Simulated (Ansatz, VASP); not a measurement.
## C: VASP beside Ansatz

```
C
1.0
     3.42210    0.00000    0.00000
     0.00000    3.42210    0.00000
     0.00000    0.00000    3.23171
C
5
Direct
  0.00000 0.28151 0.62719
  0.28151 0.00000 0.37281
  0.71849 0.00000 0.37281
  0.00000 0.71849 0.62719
  0.00000 0.00000 0.00000
```

Alike in both runs: functional PBE; k mesh 8 × 8 × 8; occupations gaussian, width 0.02 eV; no spin polarisation.

Ansatz relaxed the structure, and its values are those at the end. VASP's run is a single point on that final structure, the one shown.

|  | VASP | Ansatz |
| --- | --- | --- |
| version | VASP 6.6.1 | Ansatz 0.2.0 |
| potentials or method | VASP PAW PBE potentials, release 64 (C) | scalar-relativistic, plane waves, PAW |
| plane-wave cutoff (eV) | 520 | 420 |
| valence electrons in the cell | 20 | 20 |

VASP gave:

```
gap on the k mesh at the Fermi level (eV) : 1.83
least direct gap on the mesh (eV)         : 2.10
pressure (GPa)                            : 0.5
rms of the force components (eV/Å)        : 0.024
```

Problem. Estimate Ansatz's values.

Solution. gap on the k mesh at the Fermi level (eV): 1.84; least direct gap on the mesh (eV): 2.11; pressure (GPa): 0.0; rms of the force components (eV/Å): 0.002.

The functional is the same, so the differences come from potentials, cutoffs and numerics.
